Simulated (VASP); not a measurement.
Crystal: LiF.

```
Li F
1.0
     2.69507    0.00000    0.00000
     0.00000    2.69507    0.00000
     0.00000    0.00000    4.45188
Li F
1 1
Direct
  0.00000 0.00000 0.00000
  0.50000 0.50000 0.00000
```

The cell was built by a generator and needn't be a form met in nature.

```yaml
Program: VASP 6.6.1
Task: relaxation of cell and atoms
Functional: PBE
Potentials_or_basis: VASP PAW PBE potentials, release 64 (Li_sv, F)
Cutoff: 600 eV
k_mesh: 8 × 8 × 6
Occupations: gaussian, width 0.02 eV
Spin: no spin polarisation
```

At the start: pressure -0.2 GPa; volume 16.17 Å³/atom.

Question: Where does the relaxation end?

Answer: Over 12 steps the energy falls by 3.1 meV/atom and the volume is 14.06 Å³/atom (-13.0 %); space group P4/mmm (No. 123, to 0.05 Å).

The path:
```csv
step,energy change (eV),largest force (eV/Å),pressure (GPa),volume (Å³)
1,0.0000,0.0000,-0.25,32.34
2,-0.0002,0.0000,-0.16,32.22
3,-0.0003,0.0000,0.08,31.92
4,-0.0004,0.0000,0.12,31.86
5,-0.0006,0.0000,0.15,31.70
6,-0.0011,0.0000,0.22,31.36
7,-0.0020,0.0000,0.37,30.70
8,-0.0032,0.0000,0.72,29.37
9,-0.0034,0.0000,0.68,29.32
10,-0.0042,0.0000,0.57,29.15
11,-0.0054,0.0000,0.36,28.81
12,-0.0061,0.0000,-0.05,28.12
```

Final structure:
```yaml
crystal:
  lattice:
    - [2.68953, 0.00000, 0.00000]
    - [0.00000, 2.68953, 0.00000]
    - [0.00000, 0.00000, 3.88809]
  atoms:
    - { symbol: Li, position: [0.00000, 0.00000, 0.00000] }
    - { symbol: F, position: [0.50000, 0.50000, 0.00000] }
```

Caveat: the cutoff is under 1.25 times the usual one of these potentials, so pressure, stress and relaxed cells hold a basis-set (Pulay) error.
